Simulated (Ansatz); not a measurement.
Wurtzite InN was calculated with r²SCAN+SOC in Ansatz (PAW).

Numerical settings: plane-wave cutoff 560 eV, 12×12×6 k mesh (along the axes of the cell as run), Fermi–Dirac smearing 0.01 eV, PAW data made under PBE.

Cell (measured lattice):

```
InN
1.0
    1.76850    -3.06313     0.00000
    1.76850     3.06313     0.00000
    0.00000     0.00000     5.70300
In N
2 2
Direct
  0.66667   0.33333   0.49986
  0.33333   0.66667   0.99986
  0.66667   0.33333   0.87914
  0.33333   0.66667   0.37914
```

Problem. Estimate the band gap that the calculation returns.

Solution. 
band gap: 0.09 eV (direct)

Measured, for comparison: band gap 0.77 eV (zero-point shift of 0.07 eV (the table's estimate, ZP (est)) added back here, E0, Γ; inputs from arXiv:2302.06325). Computed (rounded) less measured: band gap -0.68 eV.

Note: cell and atoms aren't relaxed at this level (pressure 1.2 GPa).

The computed numbers hold no vibrational or temperature effects.

Ansatz is a quantum-chemistry and plane-wave program.
